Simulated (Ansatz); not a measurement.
C (Fmmm), one atom moved over a plane

Computed with DFT PBEsol, scalar-relativistic, plane waves, PAW in Ansatz 0.2.0. Cutoff 420 eV, Γ-centred 14×14×14 k-points, Gaussian smearing of 0.05 eV. No spin polarisation. Energies are free energies at this smearing, counted from the undisturbed cell; pressure is positive in compression.

Zero of the scan (as given, not relaxed at this level; it stands at 1.4 GPa; this form isn't the usual structure):

```
CELL_PARAMETERS angstrom
0.00000 2.12700 3.34800
1.22800 0.00000 3.34800
1.22800 2.12700 0.00000
ATOMIC_POSITIONS crystal
C 0.16667 0.83333 0.16667
C 0.83333 0.16667 0.83333
```

The cell holds layers and no dispersion correction was added, so their binding is poorly described.

Atom 1 (C) is moved by p along (0.707, 0.707, 0.000) and q along (0.000, 0.000, 1.000) (Å), all else fixed. Points are written (p, q).

Energy above the undisturbed cell in eV/cell (a dash: not computed):

```csv
p \ q,-0.600,-0.300,0.000,0.300,0.600
-0.600,4.86,4.96,5.20,4.96,4.86
-0.300,3.56,?,1.91,?,3.56
0.000,2.98,0.75,0.00,0.75,2.98
0.300,4.00,3.15,3.01,3.15,4.00
0.600,9.38,?,?,?,9.38
```

Fill in the withheld energies.

(-0.300, -0.300): 2.27; (-0.300, 0.300): 2.27; (0.600, -0.300): 15.19; (0.600, 0.000): 18.96; (0.600, 0.300): 15.19.

Cost: 15 runs of about 5.8 core-minutes in all, on Intel Xeon Processor @ 2.50GHz (Skylake/Cascade Lake) (shared hosts).